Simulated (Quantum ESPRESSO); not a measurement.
Crystal: TaN.

```
Ta N
1.0
     2.93800    0.00000    0.00000
    -1.46900    2.54438    0.00000
     0.00000    0.00000    2.88300
Ta N
1 1
Direct
  0.00000 0.00000 0.50000
  0.66667 0.33333 0.00000
```

Base run:

| Quantity | Value |
| --- | --- |
| Program | Quantum ESPRESSO 7.5 |
| Functional | PBEsol |
| Potentials or basis | GBRV 1.5 PBEsol |
| Cutoff | 762 eV |
| Density cutoff | 6095 eV |
| k mesh | 10 × 10 × 9 |
| Occupations | fermi-dirac, width 0.05 eV |
| Spin | no spin polarisation |
| Hubbard terms | Ta d U = 6 eV |

Its results: band gap on the k mesh none (metal or under the smearing width); pressure 1.6 GPa.

Question: After a change of settings the same cell gave: band gap on the k mesh none (metal or under the smearing width); pressure -0.8 GPa. Which change was it?
A. hubbard terms from Ta d U = 6 eV to Ta d U = 4 eV
B. hubbard terms from Ta d U = 6 eV to Ta d U = 8 eV
C. hubbard terms from Ta d U = 6 eV to none

Answer: A.

Caveats: U without spin polarisation on a metal has little footing.

Not every run made on this cell is shown here.
